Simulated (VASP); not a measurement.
# Ru in VASP: relaxation of the atoms with PBE

Aim: the relaxation of the atoms of Ru with PBE.

All numbers are computed with VASP 6.6.1; they aren't measurements. Logs are shortened: lines on timing, memory, paths and dates and some standing lists are left out, and cuts for length are marked.

## (1) The slab as given

The cell holds a slab with vacuum, 4 atoms: a = 2.719 Å, b = 2.719 Å, c = 21.245 Å, α = 90.00°, β = 90.00°, γ = 120.00°.

The cell was built by a generator and needn't be a form met in nature.

## (2) Relaxation of the atoms, PBE

INCAR

```
PREC     = Accurate       # precision mode
ENCUT    = 520            # plane-wave cutoff, eV
EDIFF    = 1E-6           # SCF threshold, eV
ISMEAR   = 1              # smearing method
SIGMA    = 0.1            # smearing width, eV
LREAL    = False          # projectors in reciprocal space
LASPH    = True           # aspherical terms in the spheres
NELM     = 120            # most SCF steps
ALGO     = Fast           # electronic algorithm
ISIF     = 2              # what is computed and relaxed
LWAVE    = False          # write WAVECAR
LCHARG   = False          # write CHGCAR
LDIPOL   = True         
IDIPOL   = 3            
DIPOL    = 0.5 0.5 0.500
GGA      = PE             # functional
IBRION   = 2              # ionic algorithm
NSW      = 90             # ionic steps
EDIFFG   = -0.02          # ionic threshold
```

KPOINTS

```
Automatic mesh
0
Gamma
  14 14 1
```

POSCAR

```
Ru
1.0
    2.7193470000      0.0000000000      0.0000000000
   -1.3596735000      2.3550235400      0.0000000000
    0.0000000000      0.0000000000     21.2445491100
Ru
4
Selective dynamics
Direct
    0.3333330000      0.6666670000      0.3483246400  F F F
    0.6666670000      0.3333330000      0.4494415500  T T T
    0.3333330000      0.6666670000      0.5505584500  T T T
    0.6666670000      0.3333330000      0.6516753600  T T T
```

Potentials or basis: VASP PAW PBE potentials, release 64 (Ru_pv).

Run with:

```
$ cat potpaw_PBE.64/Ru_pv/POTCAR > POTCAR
$ mpirun -np 1 vasp_std > vasp.out
```

OUTCAR:

```text
PREC = Accurate
   ENCUT = 520
   EDIFF = 1E-6
   ISMEAR = 1
   LREAL = False
   LASPH = True
   NELM = 120
   ISIF = 2
   GGA = PE
   IBRION = 2
   NSW = 90
   EDIFFG = -0.02

 ion  position               nearest neighbor table
   1  0.333  0.667  0.348-   2 2.66   2 2.66   2 2.66
   2  0.667  0.333  0.449-   3 2.66   3 2.66   1 2.66   1 2.66   3 2.66   1 2.66
   3  0.333  0.667  0.551-   2 2.66   2 2.66   4 2.66   4 2.66   2 2.66   4 2.66
   4  0.667  0.333  0.652-   3 2.66   3 2.66   3 2.66

  LATTYP: Found a hexagonal cell.
 ALAT       =     2.7193470000
 C/A-ratio  =     7.8123715399

  Lattice vectors:

 A1 = (   2.7193470000,   0.0000000000,   0.0000000000)
 A2 = (  -1.3596735000,   2.3550235400,   0.0000000000)
 A3 = (   0.0000000000,   0.0000000000,  21.2445491100)

Analysis of symmetry for initial positions (statically):
=====================================================================
 Subroutine PRICEL returns:
 Original cell was already a primitive cell.

 Routine SETGRP: Setting up the symmetry group for a
 hexagonal supercell.

 Subroutine GETGRP returns: Found 12 space group operations
 (whereof 12 operations were pure point group operations)
 out of a pool of 24 trial point group operations.

The static configuration has the point symmetry D_3d.

Analysis of symmetry for dynamics (positions and initial velocities):
=====================================================================
 Subroutine PRICEL returns:
 Original cell was already a primitive cell.

 Routine SETGRP: Setting up the symmetry group for a
 hexagonal supercell.

 Subroutine GETGRP returns: Found 12 space group operations
 (whereof 12 operations were pure point group operations)
 out of a pool of 24 trial point group operations.

The dynamic configuration has the point symmetry D_3d.

Analysis of constrained symmetry for selective dynamics:
=====================================================================
 Subroutine PRICEL returns:
 Original cell was already a primitive cell.

 Routine SETGRP: Setting up the symmetry group for a
 hexagonal supercell.

 Subroutine GETGRP returns: Found  6 space group operations
 (whereof  6 operations were pure point group operations)
 out of a pool of 24 trial point group operations.

The constrained configuration has the point symmetry C_3v.

 Subroutine INISYM returns: Found  6 space group operations
 (whereof  6 operations are pure point group operations),
 and found     1 'primitive' translations

----------------------------------------------------------------------------------------

                                     Primitive cell

  volume of cell :     136.0528

  direct lattice vectors                    reciprocal lattice vectors
     2.719347000  0.000000000  0.000000000     0.367735342  0.212312103  0.000000000
    -1.359673500  2.355023540  0.000000000     0.000000000  0.424624206  0.000000000
     0.000000000  0.000000000 21.244549110     0.000000000  0.000000000  0.047070898

  length of vectors
     2.719347000  2.719346962 21.244549110     0.424624200  0.424624206  0.047070898

  position of ions in fractional coordinates (direct lattice)
     0.333333000  0.666667000  0.348324640
     0.666667000  0.333333000  0.449441550
     0.333333000  0.666667000  0.550558450
     0.666667000  0.333333000  0.651675360

  ion indices of the primitive-cell ions
   primitive index   ion index
                 1           1
                 2           2
                 3           3
                 4           4

----------------------------------------------------------------------------------------

 KPOINTS: Automatic mesh

[... 27 lines left out ...]
  0.214286  0.000000  0.000000      6.000000
  0.285714  0.000000  0.000000      6.000000
  0.357143 -0.000000  0.000000      6.000000
[... 16 lines left out ...]
  0.285714  0.285714  0.000000      6.000000
  0.357143  0.285714  0.000000      6.000000
   k-points           NKPTS =     24   k-points in BZ     NKDIM =     24   number of bands    NBANDS=     33
   number of dos      NEDOS =    301   number of ions     NIONS =      4
   total plane-waves  NPLWV =  64000
   dimension x,y,z NGX =    20 NGY =   20 NGZ =  160
   dimension x,y,z NGXF=    40 NGYF=   40 NGZF=  320
   ions per type =               4
   NGX,Y,Z   is equivalent  to a cutoff of  12.23, 12.23, 12.52 a.u.
   NGXF,Y,Z  is equivalent  to a cutoff of  24.45, 24.45, 25.04 a.u.
 SYSTEM =  unknown system
   PREC   = accura    normal or accurate (medium, high low for compatibility)
   ISTART =      0    job   : 0-new  1-cont  2-samecut
   ICHARG =      2    charge: 1-file 2-atom 10-const
   ISPIN  =      1    spin polarized calculation?
   LNONCOLLINEAR =      F non collinear calculations
   LSORBIT =      F    spin-orbit coupling
   LASPH  =      T    aspherical Exc in radial PAW
   ENCUT  =  520.0 eV  38.22 Ry    6.18 a.u.   5.06  5.06 39.50*2*pi/ulx,y,z
   NELM   =    120;   NELMIN=  2; NELMDL= -5     # of ELM steps
   EDIFF  = 0.1E-05   stopping-criterion for ELM
   LREAL  =      F    real-space projection
   EDIFFG = -.2E-01   stopping-criterion for IOM
   NSW    =     90    number of steps for IOM
   IBRION =      2    ionic relax: 0-MD 1-quasi-New 2-CG
   NFREE  =      1    steps in history (QN), initial steepest desc. (CG)
   ISIF   =      2    stress and relaxation
   ISYM   =      2    0-nonsym 1-usesym 2-fastsym
   POTIM  = 0.5000    time-step for ionic-motion
   TEBEG  =    0.0;   TEEND  =   0.0 temperature during run
   PSTRESS=    0.0 pullay stress
   NELECT =      56.0000    total number of electrons
   NUPDOWN=      -1.0000    fix difference up-down
   EMIN   =  10.00;   EMAX   =-10.00  energy-range for DOS
   EFERMI =   0.00;   METHOD = LEGACY
   ISMEAR =     1;   SIGMA  =   0.10  broadening in eV -4-tet -1-fermi 0-gaus
   EFERMI_NEDOS =   21; number of points for ismear=-14 and -15
   IALGO  =     68    algorithm
   IMIX   =      4    mixing-type and parameters
     AMIX     =   0.40;   BMIX     =  1.00
     AMIX_MAG =   1.60;   BMIX_MAG =  1.00
  volume/ion in A,a.u.               =      34.01       229.53
  Fermi-wavevector in a.u.,A,eV,Ry     =   1.217779  2.301268 20.177235  1.482985
  Thomas-Fermi vector in A             =   2.353088
   LORBIT       =      0    0 simple, 1 ext, 2 COOP (PROOUT), +10 PAW based schemes
   GGA     = PE    functional components
   LHFCALC =     F    Hartree Fock is set to
   AEXX    =    0.0000 exact exchange contribution
   IVDW    =     0    specifies the selected vdW correction
   LEPSILON=     F    determine dielectric tensor
   LRPA    =     F    only Hartree local field effects (RPA)
 conjugate gradient relaxation of ions
 non-spin polarized calculation
 RMM-DIIS sequential band-by-band and
 Methfessel and Paxton  Order N= 1 SIGMA  =   0.10
  energy-cutoff  :      520.00
  volume of cell :      136.05
 maximum number of plane-waves:      3709
   NGX = 11   NGY = 11   NGZ = 79

--------------------------------------- Ionic step        1  -------------------------------------------

 number of electron      56.0000013 magnetization

 Free energy of the ion-electron system (eV)
  ---------------------------------------------------
  ext. energy  EPLUGINS =         0.00000000
  ---------------------------------------------------
  free energy    TOTEN  =       -34.75699100 eV

  energy without entropy =      -34.76166148  energy(sigma->0) =      -34.75854782

------------------------ aborting loop because EDIFF is reached ----------------------------------------

  FORCE on cell =-STRESS in cart. coord.  units (eV):
  Direction    XX          YY          ZZ          XY          YZ          ZX
  --------------------------------------------------------------------------------------
  -------------------------------------------------------------------------------------
  Total       -3.8196376     -3.8196375     -3.3368683      0.0000000      0.0000000      0.0000000
  in kB      -44.9806106    -44.9806090    -39.2954485      0.0000000      0.0000000      0.0000000
  external PRESSURE =     -43.0855560 kB  Pullay stress =       0.0000000 kB
[... 95 lines left out ...]
  FREE ENERGIE OF THE ION-ELECTRON SYSTEM (eV)
  ---------------------------------------------------
  free  energy   TOTEN  =       -34.7871425389 eV

  energy  without entropy=      -34.7869561433  energy(sigma->0) =      -34.78708041

 vacuum level on the upper side and lower side of the slab       (xc-potential included)        -0.017         0.004

[... ionic steps 4 to 7 ...]

--------------------------------------- Ionic step        8  -------------------------------------------

 number of electron      56.0000015 magnetization

------------------------ aborting loop because EDIFF is reached ----------------------------------------
[... 65 lines left out ...]
  FREE ENERGIE OF THE ION-ELECTRON SYSTEM (eV)
  ---------------------------------------------------
  free  energy   TOTEN  =       -34.8100797058 eV

  energy  without entropy=      -34.8091461250  energy(sigma->0) =      -34.80976851

 dipolmoment           0.000000      0.000000     -0.000011 electrons x Angstroem

--------------------------------------- Ionic step       10  -------------------------------------------

 number of electron      56.0000014 magnetization

 dipolmoment           0.000000      0.000000      0.000000 electrons x Angstroem

 Free energy of the ion-electron system (eV)
  ---------------------------------------------------
  ext. energy  EPLUGINS =         0.00000000
  ---------------------------------------------------
  free energy    TOTEN  =       -34.81042768 eV

  energy without entropy =      -34.80918675  energy(sigma->0) =      -34.81001404

 E-fermi :   2.1819     XC(G=0):  -6.5830

 val. band max:        2.1791158389   @ k =   0.2857   0.0714   0.0000
 cond. band min:       2.1866479341   @ k =   0.2143   0.0000   0.0000
 fundamental gap:      0.0075320952
 Fermi energy:         2.1819223114

 k-point     1 :       0.0000    0.0000    0.0000
  band No.  band energies     occupation
      1     -41.4460      2.00000
      2     -41.0475      2.00000
      3     -40.6539      2.00000
      4     -40.6539      2.00000
      5     -40.5769      2.00000
      6     -40.5769      2.00000
[... 853 lines left out ...]
     32       3.4347     -0.00000
     33       8.8485      0.00000

------------------------ aborting loop because EDIFF is reached ----------------------------------------

 vacuum level on the upper side and lower side of the slab       (xc-potential included)        -0.005        -0.005

  FORCE on cell =-STRESS in cart. coord.  units (eV):
  Direction    XX          YY          ZZ          XY          YZ          ZX
  --------------------------------------------------------------------------------------
  -------------------------------------------------------------------------------------
  Total       -2.7042776     -2.7042775     -0.0183000      0.0000000     -0.0000000     -0.0000000
  in kB      -31.8459685    -31.8459673     -0.2155029      0.0000000     -0.0000000     -0.0000000
  external PRESSURE =     -21.3024796 kB  Pullay stress =       0.0000000 kB
[... 19 lines left out ...]
  FREE ENERGIE OF THE ION-ELECTRON SYSTEM (eV)
  ---------------------------------------------------
  free  energy   TOTEN  =       -34.8104276825 eV

  energy  without entropy=      -34.8091867467  energy(sigma->0) =      -34.81001404

 reached required accuracy - stopping structural energy minimisation

 vacuum level on the upper side and lower side of the slab         7.211         7.211
```

It took 9 min on 1 thread of AMD EPYC 9R45 (Zen 5), shared host; peak memory 0.26 GiB.

Results:

```
Free energy               : -34.8104 eV
Energy gained by relaxing : 13.4 meV/atom
Ionic steps               : 10
Band gap on the k mesh    : none (metal or under the smearing width)
```

Step by step:
```csv
step,energy change (eV),largest force (eV/Å),pressure (GPa)
1,0.0000,0.6948,-4.31
2,-0.0297,0.5318,-3.75
3,-0.0302,0.5094,-3.65
4,-0.0353,0.4507,-3.47
5,-0.0471,0.2661,-2.93
6,-0.0522,0.1387,-1.76
7,-0.0533,0.0548,-2.12
8,-0.0533,0.0486,-2.09
9,-0.0531,0.1042,-2.19
10,-0.0534,0.0086,-2.13
```

Final structure:
```yaml
crystal:
  lattice:
    - [2.71935, 0.00000, 0.00000]
    - [-1.35967, 2.35502, 0.00000]
    - [0.00000, 0.00000, 21.24455]
  atoms:
    - { symbol: Ru, position: [0.33333, 0.66667, 0.34832] }
    - { symbol: Ru, position: [0.66667, 0.33333, 0.44589] }
    - { symbol: Ru, position: [0.33333, 0.66667, 0.54759] }
    - { symbol: Ru, position: [0.66667, 0.33333, 0.64519] }
```
